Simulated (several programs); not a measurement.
## PbTe (h-MgO type) from semi-empirical methods to plane-wave DFT

PbTe (h-MgO type), relaxed with r2SCAN in Ansatz, was computed with several methods. The symmetry is P6_3/mmc (No. 194, hexagonal); conventional cell a = 5.498 Å, c = 6.575 Å, 43.04 Å³ an atom. Pb is surrounded by 5 Te at 3.17–3.29 Å; Te is surrounded by 5 Pb at 3.17–3.29 Å. Simulation only: spin-unpolarised, and no claim that this is the phase found in nature.

```
Pb Te
1.0
     5.49838    0.00000    0.00000
    -2.74919    4.76173    0.00000
     0.00000    0.00000    6.57525
Pb Te
2 2
Direct
  0.33333 0.66667 0.25000
  0.66667 0.33333 0.75000
  0.66667 0.33333 0.25000
  0.33333 0.66667 0.75000
```

Gaps and times are for a single point on this cell; volume and bulk modulus come from each method's own relaxation or energy curve at fixed shape, which is too stiff where a cell has free coordinates or axes. Times are rough, from shared hosts (Arm Neoverse V1; Arm Neoverse V2), and each method has its own mesh and cell size. A double dagger marks a value from a curve with shape and coordinates held. PM6 (MOPAC), PM7 (MOPAC), GFN1-xTB (tblite), GFN2-xTB (tblite) treat a cluster of cells at its zone centre, which samples few k points: where these miss a band edge, the gap comes out too large for that reason alone. Gaps from k meshes are read at a limited set of points (mesh, symmetry points, PBE's band edges), so each method's own least gap may be somewhat smaller. xTB and the PM methods were fitted mostly to molecules, and can miss a solid's gap by electronvolts. Minimal bases can be far off for gaps. Times of the plane-wave ladder aren't listed, since it ran on unlike processors and cards. GLLB-SC's gap includes the derivative discontinuity. G0W0 is at finite bands, cutoff and mesh. d marks a direct gap, i an indirect one (no mark: not told apart), a dash a value that wasn't computed or didn't pass its checks.

| method | kind | gap (eV) | own volume (Å³/atom) | bulk modulus (GPa) | atoms computed | processor time |
| --- | --- | --- | --- | --- | --- | --- |
| PBEsol | semilocal | – | 41.52 | – | 4 | – |
| PM6 (MOPAC) | semi-empirical | 3.80 | – | – | cluster | 0.7 s |
| PM7 (MOPAC) | semi-empirical | 6.23 | – | – | cluster | 0.9 s |
| GFN1-xTB (tblite) | tight binding | 2.26 | – | – | cluster | 0.96 s |
| GFN2-xTB (tblite) | tight binding | 2.51 | – | – | cluster | 1.8 s |
| light PBE (260 eV and a coarse mesh) | light plane-wave | 1.11 d | – | – | 4 | 2.2 s |
| PBE/SZV (CP2K) | small basis | 1.14 d | 45.14‡ | 34‡ | 4 | 7.4 s |
| PBE/single zeta (GPAW) | small basis | 1.17 d | – | – | 4 | 7.4 s |
| LDA | semilocal | 1.04 d | 40.19 | – | 4 | – |
| PBE | semilocal | 1.12 d | 43.78 | 29‡ | 4 | – |
| PBE/DZVP (CP2K) | small basis | 1.05 d | 43.98‡ | 29‡ | 4 | 14 s |
| r2SCAN | semilocal | 1.38 d | 43.04 | 32‡ | 4 | – |
| GLLB-SC (GPAW) | model potential | 2.00 | – | – | 4 | 72 s |
| PBE+SOC | semilocal | 0.16 d | – | – | 4 | – |
| G0W0@PBE (140 eV screening cutoff) | many-body | 1.47 | – | – | 4 | – |

Against r2SCAN (1.38 eV) and with closed or daggered gaps left aside, the nearest gap at the points sampled is that of G0W0@PBE (140 eV screening cutoff) (+0.09 eV) and the farthest that of PM7 (MOPAC) (+4.85 eV). r2SCAN is only a yardstick of convenience: semilocal gaps usually lie below measured ones, which GLLB-SC and hybrids aim to mend.

Volumes against r2SCAN's: PBEsol -3.5 %, LDA -6.6 %, PBE +1.7 %.

Only the rows marked +SOC include spin-orbit coupling.
